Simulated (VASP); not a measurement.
Here is a VASP 6.6.1 calculation.

INCAR

```
  PREC = Accurate
  ENCUT = 700
  EDIFF = 1E-7
  ISMEAR = 0
  SIGMA = 0.1
  LREAL = F
  LASPH = T
  NELM = 80
  ALGO = Fast
  ISIF = 3
  LWAVE = F
  LCHARG = F
  GGA = PE
  IBRION = 2
  NSW = 80
  EDIFFG = -0.002
```

Contents of KPOINTS:

```
regular mesh
0
Gamma
  18 18 18
```

POSCAR

```
Mo                                      
1.0
   -1.5811853991      1.5811853991      1.5811853991
    1.5811853991     -1.5811853991      1.5811853991
    1.5811853991      1.5811853991     -1.5811853991
  Mo            
     1
Direct
     0.0000000000000000    0.0000000000000000    0.0000000000000000
```

Potentials or basis: VASP PAW PBE potentials, release 64 (Mo_sv).

Command:

```bash
$ cat potpaw_PBE.64/Mo_sv/POTCAR > POTCAR
$ mpirun -np 1 vasp_std > vasp.out
```

Predict the band gap on the k mesh.

none (metal or under the smearing width).

Predict the relaxed volume.

15.81 Å³/atom.

Final structure:
```
Mo
1.0
    -1.58125    1.58125    1.58125
     1.58125   -1.58125    1.58125
     1.58125    1.58125   -1.58125
Mo
1
Direct
  0.00000 0.00000 0.00000
```
